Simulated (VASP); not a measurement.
A run of VASP 6.6.1:

Contents of INCAR:

```
PREC = Accurate
ENCUT = 600
EDIFF = 1E-7
ISMEAR = 0
SIGMA = 0.03
LREAL = F
LASPH = T
NELM = 80
ALGO = Normal
ISIF = 3
LWAVE = F
LCHARG = F
GGA = PS
IBRION = 2
NSW = 90
EDIFFG = -0.005
```

The input KPOINTS:

```
regular mesh
0
Gamma
  8 8 8
```

The input POSCAR:

```
TePb                                    
1.0
    0.0000000000      3.2218515830      3.2218515830
    3.2218515830      0.0000000000      3.2218515830
    3.2218515830      3.2218515830     -0.0000000000
  Te              Pb            
     1     1
Direct
     0.5000000000000000    0.5000000000000000    0.5000000000000000
     0.0000000000000000    0.0000000000000000    0.0000000000000000
```

Potentials or basis: VASP PAW PBE potentials, release 64 (Te, Pb_d).

Launch:

```sh
$ cat potpaw_PBE.64/Te/POTCAR potpaw_PBE.64/Pb_d/POTCAR > POTCAR
$ mpirun -np 1 vasp_std > vasp.out
```

Hardware: 1 thread of Intel(R) Xeon(R) 6975P-C (Granite Rapids), with other jobs on the host.

Estimate the wall time of this run.

It took 12 s on 1 thread of Intel(R) Xeon(R) 6975P-C (Granite Rapids), on a shared host, peak memory 0.22 GiB. Counts: scf iterations 14, k points 29, ion steps 1.
